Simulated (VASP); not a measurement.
# Mg (P6_3/mmc) in VASP: further runs

The runs below take Mg through single point, relaxation of cell and atoms, with LDA.

All numbers are computed with VASP 6.6.1; they aren't measurements. Logs are shortened: lines on timing, memory, paths and dates and some standing lists are left out, and cuts for length are marked.

### Step 1. Starting point

The structure is hexagonal, space group P6_3/mmc (No. 194). The conventional cell has a = 3.147 Å, b = 3.147 Å, c = 5.039 Å, α = 90.00°, β = 90.00°, γ = 120.00°. Mg (site symmetry -6m2) has 12 Mg at 3.11 to 3.15 Å as nearest neighbours.

The cell was built by a generator and needn't be a form met in nature.

### Step 2. Single point, LDA

File INCAR:

```
SYSTEM = Mg
PREC     = Accurate       ! precision mode
ENCUT    = 520            ! plane-wave cutoff, eV
EDIFF    = 1E-6           ! SCF threshold, eV
ISMEAR   = 0              ! smearing method
SIGMA    = 0.1            ! smearing width, eV
LREAL    = .FALSE.        ! projectors in reciprocal space
LASPH    = .TRUE.         ! aspherical terms in the spheres
NELM     = 100            ! most SCF steps
ALGO     = Normal         ! electronic algorithm
ISIF     = 2              ! what is computed and relaxed
LWAVE    = .FALSE.        ! write WAVECAR
LCHARG   = .FALSE.        ! write CHGCAR
GGA      = CA             ! functional
NBANDS   = 9              ! bands
```

File KPOINTS:

```
Automatic mesh
0
G
  15 15 8
  0 0 0
```

File POSCAR:

```
Mg
1.0
    3.1465050340      0.0000000000      0.0000000000
   -1.5732525170      2.7249532926      0.0000000000
    0.0000000000      0.0000000000      5.0385305221
Mg
2
Direct
    0.3333333333      0.6666666667      0.2500000000
    0.6666666667      0.3333333333      0.7500000000
```

Potentials or basis: VASP PAW LDA potentials, release 64 (Mg).

Command:

```bash
$ cat potpaw_LDA.64/Mg/POTCAR > POTCAR
$ mpirun -np 1 vasp_std > vasp.out
```

OUTCAR:

```text
SYSTEM = Mg
   PREC = Accurate
   ENCUT = 520
   EDIFF = 1E-6
   ISMEAR = 0
   LREAL = .FALSE.
   LASPH = .TRUE.
   NELM = 100
   ISIF = 2
   GGA = CA

 ion  position               nearest neighbor table
   1  0.333  0.667  0.250-   2 3.11   2 3.11   2 3.11   2 3.11   2 3.11   2 3.11
   2  0.667  0.333  0.750-   1 3.11   1 3.11   1 3.11   1 3.11   1 3.11   1 3.11

  LATTYP: Found a hexagonal cell.
 ALAT       =     3.1465050340
 C/A-ratio  =     1.6013101736

  Lattice vectors:

 A1 = (   3.1465050340,   0.0000000000,   0.0000000000)
 A2 = (  -1.5732525170,   2.7249532926,   0.0000000000)
 A3 = (   0.0000000000,   0.0000000000,   5.0385305221)

Analysis of symmetry for initial positions (statically):
=====================================================================
 Subroutine PRICEL returns:
 Original cell was already a primitive cell.

 Routine SETGRP: Setting up the symmetry group for a
 hexagonal supercell.

 Subroutine GETGRP returns: Found 24 space group operations
 (whereof 12 operations were pure point group operations)
 out of a pool of 24 trial point group operations.

The static configuration has the point symmetry D_3d.
 The point group associated with its full space group is D_6h.

Analysis of symmetry for dynamics (positions and initial velocities):
=====================================================================
 Subroutine PRICEL returns:
 Original cell was already a primitive cell.

 Routine SETGRP: Setting up the symmetry group for a
 hexagonal supercell.

 Subroutine GETGRP returns: Found 24 space group operations
 (whereof 12 operations were pure point group operations)
 out of a pool of 24 trial point group operations.

The dynamic configuration has the point symmetry D_3d.
 The point group associated with its full space group is D_6h.

 Subroutine INISYM returns: Found 24 space group operations
 (whereof 12 operations are pure point group operations),
 and found     1 'primitive' translations

----------------------------------------------------------------------------------------

                                     Primitive cell

  volume of cell :      43.2008

  direct lattice vectors                    reciprocal lattice vectors
     3.146505034  0.000000000  0.000000000     0.317812935  0.183489384  0.000000000
    -1.573252517  2.724953293  0.000000000     0.000000000  0.366978767  0.000000000
[... 91 lines left out ...]
   ISIF   =      2    stress and relaxation
   ISYM   =      2    0-nonsym 1-usesym 2-fastsym
   POTIM  = 0.5000    time-step for ionic-motion
   TEBEG  =    0.0;   TEEND  =   0.0 temperature during run
   PSTRESS=    0.0 pullay stress
   NELECT =       4.0000    total number of electrons
   NUPDOWN=      -1.0000    fix difference up-down
   EMIN   =  10.00;   EMAX   =-10.00  energy-range for DOS
   EFERMI =   0.00;   METHOD = LEGACY
   ISMEAR =     0;   SIGMA  =   0.10  broadening in eV -4-tet -1-fermi 0-gaus
   EFERMI_NEDOS =   21; number of points for ismear=-14 and -15
   IALGO  =     38    algorithm
   IMIX   =      4    mixing-type and parameters
     AMIX     =   0.40;   BMIX     =  1.00
     AMIX_MAG =   1.60;   BMIX_MAG =  1.00
  volume/ion in A,a.u.               =      21.60       145.77
  Fermi-wavevector in a.u.,A,eV,Ry     =   0.740624  1.399576  7.463118  0.548524
  Thomas-Fermi vector in A             =   1.835070
   LORBIT       =      0    0 simple, 1 ext, 2 COOP (PROOUT), +10 PAW based schemes
   GGA     = CA    functional components
   LHFCALC =     F    Hartree Fock is set to
   AEXX    =    0.0000 exact exchange contribution
   IVDW    =     0    specifies the selected vdW correction
   LEPSILON=     F    determine dielectric tensor
   LRPA    =     F    only Hartree local field effects (RPA)
 non-spin polarized calculation
 Gauss-broadening in eV      SIGMA  =   0.10
  energy-cutoff  :      520.00
  volume of cell :       43.20
 maximum number of plane-waves:      1194
 NGX is ok and might be reduce to    24
   NGX = 11   NGY = 11   NGZ = 19

 number of electron       4.0000000 magnetization

 Free energy of the ion-electron system (eV)
  ---------------------------------------------------
  ext. energy  EPLUGINS =         0.00000000
  ---------------------------------------------------
  free energy    TOTEN  =        -3.62291713 eV

  energy without entropy =       -3.61823281  energy(sigma->0) =       -3.62057497

 E-fermi :   2.7883     XC(G=0):  -8.8779

 val. band max:        2.7667160613   @ k =   0.3333   0.1333   0.1250
 cond. band min:       2.8011155876   @ k =   0.2667   0.2667   0.2500
 fundamental gap:      0.0343995263
 Fermi energy:         2.7883453224

 k-point     1 :       0.0000    0.0000    0.0000
  band No.  band energies     occupation
      1      -4.3923      2.00000
      2       1.1167      2.00000
      3       1.6516      2.00000
      4      13.8938      0.00000
      5      13.8938      0.00000
      6      14.0283      0.00000
      7      14.0283      0.00000
      8      15.0352      0.00000
      9      16.5870      0.00000
[... 265 lines left out ...]
 k-point    24 :       0.4000    0.2000    0.0000
  band No.  band energies     occupation
      1       1.0985      2.00000
      2       1.1212      2.00000
      3       4.7045      0.00000
      4       6.0956      0.00000
      5       6.4737      0.00000
      6       6.7943      0.00000
      7       8.2332      0.00000
      8      10.0665      0.00000
      9      11.3110      0.00000

 [... further k-points ...]

------------------------ aborting loop because EDIFF is reached ----------------------------------------

  FORCE on cell =-STRESS in cart. coord.  units (eV):
  Direction    XX          YY          ZZ          XY          YZ          ZX
  --------------------------------------------------------------------------------------
  -------------------------------------------------------------------------------------
  Total       -0.0871573     -0.0871573     -0.0899906     -0.0000000      0.0000000      0.0000000
  in kB       -3.2323845     -3.2323845     -3.3374620     -0.0000000      0.0000000      0.0000000
  external PRESSURE =      -3.2674103 kB  Pullay stress =       0.0000000 kB

 VOLUME and BASIS-vectors are now :
 -----------------------------------------------------------------------------
  energy-cutoff  :      520.00
  volume of cell :       43.20
      direct lattice vectors                 reciprocal lattice vectors
     3.146505034  0.000000000  0.000000000     0.317812935  0.183489384  0.000000000
    -1.573252517  2.724953293  0.000000000     0.000000000  0.366978767  0.000000000
     0.000000000  0.000000000  5.038530522     0.000000000  0.000000000  0.198470565

 POSITION                                       TOTAL-FORCE (eV/Angst)
 -----------------------------------------------------------------------------------
     -0.00000      1.81664      1.25963        -0.000000      0.000000      0.000000
      1.57325      0.90832      3.77890         0.000000     -0.000000      0.000000
 -----------------------------------------------------------------------------------
    total drift:                                0.000000     -0.000000      0.000000

  FREE ENERGIE OF THE ION-ELECTRON SYSTEM (eV)
  ---------------------------------------------------
  free  energy   TOTEN  =        -3.6229171305 eV

  energy  without entropy=       -3.6182328086  energy(sigma->0) =       -3.62057497
```

OSZICAR:

```text
N       E                     dE             d eps       ncg     rms          rms(c)
DAV:   1    -0.754465135022E+00   -0.75447E+00   -0.13855E+03  2430   0.323E+02
DAV:   2    -0.359851488345E+01   -0.28440E+01   -0.27109E+01  3310   0.271E+01
DAV:   3    -0.364379326612E+01   -0.45278E-01   -0.45028E-01  3096   0.278E+00
DAV:   4    -0.364392230524E+01   -0.12904E-03   -0.12904E-03  3225   0.148E-01
DAV:   5    -0.364392271195E+01   -0.40671E-06   -0.40679E-06  3035   0.718E-03    0.942E-01
DAV:   6    -0.363219349103E+01    0.11729E-01   -0.55143E-04  2808   0.132E-01    0.598E-01
DAV:   7    -0.362292609133E+01    0.92674E-02   -0.19184E-03  2502   0.241E-01    0.299E-02
DAV:   8    -0.362291820494E+01    0.78864E-05   -0.15649E-05  3495   0.204E-02    0.676E-03
DAV:   9    -0.362291714603E+01    0.10589E-05   -0.70695E-07  2497   0.393E-03    0.593E-04
DAV:  10    -0.362291713050E+01    0.15526E-07   -0.55170E-09  1490   0.400E-04
   1 F= -.36229171E+01 E0= -.36205750E+01  d E =-.468432E-02
```

stdout:

```text
POSCAR found type information on POSCAR Mg
 POSCAR found :  1 types and       2 ions
 scaLAPACK will be used
 LDA part: xc-table for (Slater(with rela. corr.)+CA(PZ))
 , standard interpolation
 POSCAR, INCAR and KPOINTS ok, starting setup
 FFT: planning ... GRIDC
 FFT: planning ... GRID_SOFT
 FFT: planning ... GRID
 WAVECAR not read
 entering main loop
```

Wall time 24 s (1 thread of AMD EPYC 7R13 (Zen 3), shared host); peak memory 0.14 GiB.

What came out:

| Quantity | Value |
| --- | --- |
| Free energy | -3.6229 eV |
| Pressure | -0.3 GPa |
| Band gap on the k mesh | none (metal or under the smearing width) |

[end of part 1 of 2]
